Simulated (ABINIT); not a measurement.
Runs of ABINIT 10.8.3 (patched build) on Sn. Symmetry: Fd-3m, No. 227, cubic system. Conventional cell: a = 6.467 Å, b = 6.467 Å, c = 6.467 Å, α = 90.00°, β = 90.00°, γ = 90.00°. Around Sn (site symmetry -43m) lie 4 Sn at 2.80 Å. This isn't the form of Sn at room conditions, which is tetragonal (white tin).

| task | level | potentials or basis | cutoff (eV) | fine-grid cutoff | gap on the mesh (eV) | pressure (GPa) | V0 of scaled cells (Å³/atom) | B0 (GPa) |
| --- | --- | --- | --- | --- | --- | --- | --- | --- |
| equation of state | PBEsol | PseudoDojo NC SR PBEsol v0.4.1 standard | 980 | - | - | - | 35.08 | 41 |
| band structure | BP86 | JTH PAW PBE v2.0 sp | 408 | 816.342 eV | none | - | - | - |
| band structure | LDA-PZ | JTH PAW LDA v2.0 | 408 | 816.342 eV | none | - | - | - |
| band structure | LDA-VWN | JTH PAW LDA v2.0 | 408 | 816.342 eV | none | - | - | - |
| band structure | PW91 | JTH PAW PBE v2.0 sp | 408 | 816.342 eV | none | - | - | - |
| band structure | PBEsol | JTH PAW PBE v2.0 sp | 408 | 816.342 eV | none | - | - | - |
| equation of state | LDA-VWN | JTH PAW LDA v2.0 | 408 | 816.342 eV | - | - | 33.96 | 44 |
| band structure | PBE | PseudoDojo NC SR PBE v0.4.1 standard | 980 | - | none | 3.9 | - | - |
| equation of state | PBEsol | JTH PAW PBE v2.0 sp | 408 | 816.342 eV | - | - | 35.16 | (a) |
| band structure | LDA | JTH PAW LDA v2.0 sp | 408 | 816.342 eV | none | (c) | - | - |
| band structure | LDA | JTH PAW LDA v2.0 | 408 | 816.342 eV | none | - | - | - |
| equation of state | LDA-Teter | JTH PAW LDA v2.0 | 408 | 816.342 eV | - | - | (b) | 44 |

Alike in all rows: no spin polarisation; cell as given; k mesh 7 × 7 × 7; smearing fermi-dirac 0.05 eV.

Fill in the values left out.

(a) 42; (b) 34.04; (c) 0.3.

Caveats: this set keeps more shells in the core, which shifts pressures and gaps (some runs); pressures at fixed basis lie under the slope of the energies (some runs); the PAW data sets were made with another functional, which shifts forces and pressure a little (some runs).

A k mesh can miss the band edges, and the runs leave out spin-orbit coupling on Sn.

A gap of «none» marks a metal or a gap under the smearing width.

Not every run made on this cell is shown here.
